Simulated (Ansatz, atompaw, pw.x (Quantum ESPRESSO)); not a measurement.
**Equation-of-state test of one PAW (atompaw) potential (In)**

| Item | Value |
| --- | --- |
| Element | In |
| Generator | atompaw 4.2.0.5 |
| Type | PAW |
| Functional | PBE |
| Relativity | scalar-relativistic |
| Frozen core | [Kr] 4d10 |
| Valence charge | 3 |
| Reference configuration | 5s2 5p1 |
| Partial waves | 5s (bound); 5s channel at 0.7 Ry; 5p (bound); 5p channel at 5.2 Ry; 5d channel at 0.2 Ry |
| Local potential | troulliermartins scheme with l = 3 at 0 Ry, radius 2.85 bohr |
| Core correction | smooth core density matched at 1.65 bohr |
| Augmentation charge | sinc compensation charge, radius 2.75 bohr; PAW radius 3.00 bohr; waves and projectors: bloechl |

Crystal test: bcc In in pw.x 7.5, no spin, 12³ k-points, Fermi–Dirac smearing 0.01 Ry, cutoffs 40/400 Ry. The reference is all-electron LAPW (Ansatz 0.2.0) with the same functional, mesh and smearing; V0 and B0 come from Birch–Murnaghan fits to the pressures at five volumes. Errors are pseudo minus all-electron; Δ is the rms difference of the E(V) curves that follow from these fits, minima aligned, over ±6 % about the mean V0. Mesh and smearing are coarse, so the numbers serve the comparison and aren't converged zero-temperature values; the lattice is a test structure that the element need not adopt.

All-electron: a0 = 3.819 Å (V0 = 27.85 Å³/atom), B0 = 33.9 GPa.

**Question.** How far does the potential miss the all-electron equation of state?

**Answer.** mean pressure error (GPa): -1.09; a0 (Å): 3.777; a0 error (%): -1.10; B0 error (%): +8.4; Δ (meV/atom): 7.0. This is a poor potential for the solid. The logarithmic derivative shows an extra or strongly shifted pseudo pole above the reference energy (d near 1.59 Ry).

```tsv
V (Å³/atom)	P all-electron (GPa)	P pseudo (GPa)
26.725	1.56	0.30
27.429	0.54	-0.62
28.132	-0.33	-1.41
28.835	-1.07	-2.08
29.539	-1.70	-2.64
```

**Question.** At the middle volume, how do free energy and pressure move when the wave cutoff is lowered (ecutrho held at 400 Ry)?

**Answer.**

| cutoff (Ry) | shift of F (meV/atom) | shift of P (GPa) |
| --- | --- | --- |
| 18 | +12.9 | -0.34 |
| 24 | +0.7 | -0.03 |
| 32 | +0.0 | +0.00 |

The run at the middle volume (72 k-points, 9 iterations) took about 7.2 s on one core of a shared host (AMD EPYC 9R14, 96 threads, 370 GiB, load 33).
